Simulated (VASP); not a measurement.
## N2: single point with LDA

The system is N2, in a box.

```xyz
2
Lattice="11.0000 0.0000 0.0000 0.0000 11.5000 0.0000 0.0000 0.0000 12.0000" Properties=species:S:1:pos:R:3 pbc="T T T"
N     5.5000    5.7500    5.4535
N     5.5000    5.7500    6.5315
```

- Program: VASP 6.6.1
- Task: single point
- Functional: LDA
- Potentials or basis: VASP PAW LDA potentials, release 64 (N)
- Cutoff: 520 eV
- k mesh: 1 × 1 × 1
- Occupations: gaussian, width 0.01 eV
- Spin: no spin polarisation
- Dipole correction: no
- Further INCAR settings: ALGO = Normal; EDIFF = 1e-06; NBANDS = 12

* Largest force: 4.184 eV/Å
* Gap between the frontier levels: 8.40 eV

Forces in eV/Å, atoms in the order of the input:
```
N    0.000  0.000 -4.184
N    0.000  0.000  4.184
```

Levels at points of the mesh, in eV from the valence-band top:
```tsv
k point	band 1	band 2	band 3	band 4	band 5	band 6	band 7	band 8	band 9	band 10
(0.00, 0.00, 0.00)	-18.37	-2.86	-1.71	-1.71	0.00	8.40	8.40	10.16	11.17	11.17
```

Run time: 57 s on 1 thread of Intel(R) Xeon(R) Platinum 8259CL CPU @ 2.50GHz (Skylake/Cascade Lake) (shared host), peak memory 0.68 GiB.

Caveat: the standard files for N, O and F lose accuracy on very short bonds. As with any semilocal functional, this LDA gap is likely too small.
